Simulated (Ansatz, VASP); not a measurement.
# SnO2: VASP beside Ansatz

INCAR

```
SYSTEM = SnO2
  PREC = Accurate
  ENCUT = 520
  EDIFF = 1E-7
  ISMEAR = 0
  SIGMA = 0.05
  LREAL = .False.
  LASPH = .True.
  NELM = 60
  ALGO = Normal
  ISIF = 2
  LWAVE = .False.
  LCHARG = .False.
  NBANDS = 35
```

File KPOINTS:

```
regular mesh
0
Gamma
  12 12 2
  0 0 0
```

Contents of POSCAR:

```
SnO2
1.0
    3.1699696622      0.0000000000      0.0000000000
   -1.5849848311      2.7452742567      0.0000000000
    0.0000000000      0.0000000000     10.4142335761
Sn O
2 4
Direct
    0.0000000000      0.0000000000      0.5000000000
    0.0000000000      0.0000000000      0.0000000000
    0.6666666667      0.3333333333      0.4048060823
    0.6666666667      0.3333333333      0.0951939177
    0.3333333333      0.6666666667      0.5951939177
    0.3333333333      0.6666666667      0.9048060823
```

Input for Ansatz:

```yaml
crystal:
  lattice:
    - [3.1699696622, 0.0, 0.0]
    - [-1.5849848311, 2.7452742567, 0.0]
    - [0.0, 0.0, 10.4142335761]
  atoms:
    - { symbol: Sn, position: [0.0, 0.0, 0.5] }
    - { symbol: Sn, position: [0.0, 0.0, 0.0] }
    - { symbol: O, position: [0.6666666667, 0.3333333333, 0.4048060823] }
    - { symbol: O, position: [0.6666666667, 0.3333333333, 0.0951939177] }
    - { symbol: O, position: [0.3333333333, 0.6666666667, 0.5951939177] }
    - { symbol: O, position: [0.3333333333, 0.6666666667, 0.9048060823] }
basis:
  ecutwfc: 420
kpoints:
  mp_grid: { grid: [12, 12, 2] }
hamiltonian:
  xc: lda
scf:
  occupations: { method: gaussian, width: 0.05 }
output:
  forces: true
  stress: true
  eigenvalues: true
  write_density: true
  write_potential: true
  elf: true
  volumetric_format: npy
```

Measurements of this composition are mostly on another form, of space group No. 136.

Alike in both runs: task single point; functional LDA; k mesh 12 × 12 × 2; occupations gaussian, width 0.05 eV; no spin polarisation.

|  | VASP | Ansatz |
| --- | --- | --- |
| version | VASP 6.6.1 | Ansatz 0.2.0 |
| potentials or method | VASP PAW LDA potentials, release 64 (Sn_d, O) | scalar-relativistic, plane waves, PAW |
| plane-wave cutoff (eV) | 520 | 420 |
| valence electrons in the cell | 52 | 52 |

Ansatz gave:

| Item | Value |
| --- | --- |
| gap on the k mesh at the Fermi level (eV) | 2.26 |
| least direct gap on the mesh (eV) | 2.76 |
| pressure (GPa) | 0.0 |
| largest component of the traceless stress (GPa) | 0.03 |
| rms of the force components (eV/Å) | 0.000 |

Q: What did VASP give for the same quantities?

A: gap on the k mesh at the Fermi level (eV): 2.26; least direct gap on the mesh (eV): 2.77; pressure (GPa): 0.8; largest component of the traceless stress (GPa): 0.55; rms of the force components (eV/Å): 0.033.

Atom by atom the forces differ by 0.033 eV/Å (rms over components).

Caveats: spin-orbit coupling is left out, which moves the levels of the heavy elements. As with any semilocal functional, this LDA gap is likely too small. A k mesh can miss the band edges.
